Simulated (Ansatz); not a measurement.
# Trial structures of Ge: starts and ends

Method: DFT PBE, scalar-relativistic, plane waves, PAW in Ansatz 0.2.0. All cells share a 420 eV cutoff and Γ-centred k meshes spaced at most about 0.3 Å⁻¹ (about 0.25 or finer for metals, 2π included). No spin polarisation in the final relaxations.

Each guess was relaxed in cell and atoms at zero pressure, within the symmetry of its start. These are static total energies at zero pressure. Coordination counts all near atoms (those within 1.25 times the shortest such distance or 1.15 times the sum of covalent radii; a plus sign parts nearer from farther groups; a slash parts the counts of unlike sites).

```csv
guess,made from,start group,V start (Å³/atom),end group,V end (Å³/atom),coordination at the end,gap on mesh (eV),E over the lowest end (meV/atom)
1,"4-, 6-connected net of one element",R-3,20.0,R-3,21.9,Ge 4+2/6+6,0,356
2,"3-, 4-connected net of one element",P4/mmm,30.0,?,?,?,?,?
3,4-connected net of one element,Fddd,18.8,Fddd,22.2,Ge 4,0,210
4,"3-, 4-connected net of one element",Cmcm,20.5,P6_3/mmc (lonsdaleite),23.9,Ge 4,0,0
```

Guess 2 as it starts:

```
CELL_PARAMETERS angstrom
6.68451 0.00000 0.00000
0.00000 6.68451 0.00000
0.00000 0.00000 5.38016
ATOMIC_POSITIONS crystal
Ge 0.50000 0.00000 0.78742
Ge 0.00000 0.50000 0.78742
Ge 0.24225 0.00000 0.50000
Ge 0.75775 0.00000 0.50000
Ge 0.00000 0.24225 0.50000
Ge 0.00000 0.75775 0.50000
Ge 0.50000 0.00000 0.21258
Ge 0.00000 0.50000 0.21258
```

Problem. Fill in the missing row: what does this guess relax into, and where does it rank?

Solution. It ends in space group P4/mmm (No. 123), with a = 7.275 Å, c = 5.615 Å, 37.1 Å³/atom and no gap. It lies 0.46 eV/atom over the lowest end, above guess 1 and so the highest of the set. Counting all near atoms, this end has Ge 3/4 and the lowest (guess 4) has Ge 4.

```
Ge
1.0
     7.27506    0.00000    0.00000
     0.00000    7.27506    0.00000
     0.00000    0.00000    5.61460
Ge
8
Direct
  0.50000 0.00000 0.79275
  0.00000 0.50000 0.79275
  0.24767 0.00000 0.50000
  0.75233 0.00000 0.50000
  0.00000 0.24767 0.50000
  0.00000 0.75233 0.50000
  0.50000 0.00000 0.20725
  0.00000 0.50000 0.20725
```

The zero gap of P6_3/mmc, Fddd may come from the functional, which often closes small gaps. With atoms moved at random, P6_3/mmc came back. Other cells relaxed within their symmetry can be saddle points. The part of the Crystallography Open Database at hand lists Ge in space groups No. 64, 96, 227; no cell shown has one of them. Some types were kept out of the candidates beforehand, so the set may lack a known form.
